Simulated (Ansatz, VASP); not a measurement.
## One calculation of BN, two programs

```
CELL_PARAMETERS angstrom
0.00000 2.09296 1.36042
2.09296 0.00000 1.36042
2.09296 2.09296 0.00000
ATOMIC_POSITIONS crystal
B 0.00000 0.00000 0.00000
N 0.75000 0.75000 0.75000
```

Alike in both runs: task single point; functional PBEsol; k mesh 12 × 12 × 12; occupations gaussian, width 0.05 eV; no spin polarisation.

|  | VASP | Ansatz |
| --- | --- | --- |
| version | VASP 6.6.1 | Ansatz 0.2.0 |
| potentials or method | VASP PAW PBE potentials, release 64 (B, N) | scalar-relativistic, plane waves, PAW |
| plane-wave cutoff (eV) | 520 | 420 |
| valence electrons in the cell | 8 | 8 |

Ansatz gave:

| Item | Value |
| --- | --- |
| gap on the k mesh at the Fermi level (eV) | none |
| pressure (GPa) | -12.4 |
| largest component of the traceless stress (GPa) | 101.18 |

Task: Which values does VASP return?

Result: gap on the k mesh at the Fermi level (eV): none; pressure (GPa): -12.0; largest component of the traceless stress (GPa): 101.07.

A gap of «none» marks a metal or a gap that the smearing closes. With one functional, cell and mesh, what is left measures potentials, basis and numerics.

Caveats: the PAW data sets were made with another functional, which shifts forces and pressure a little (VASP).
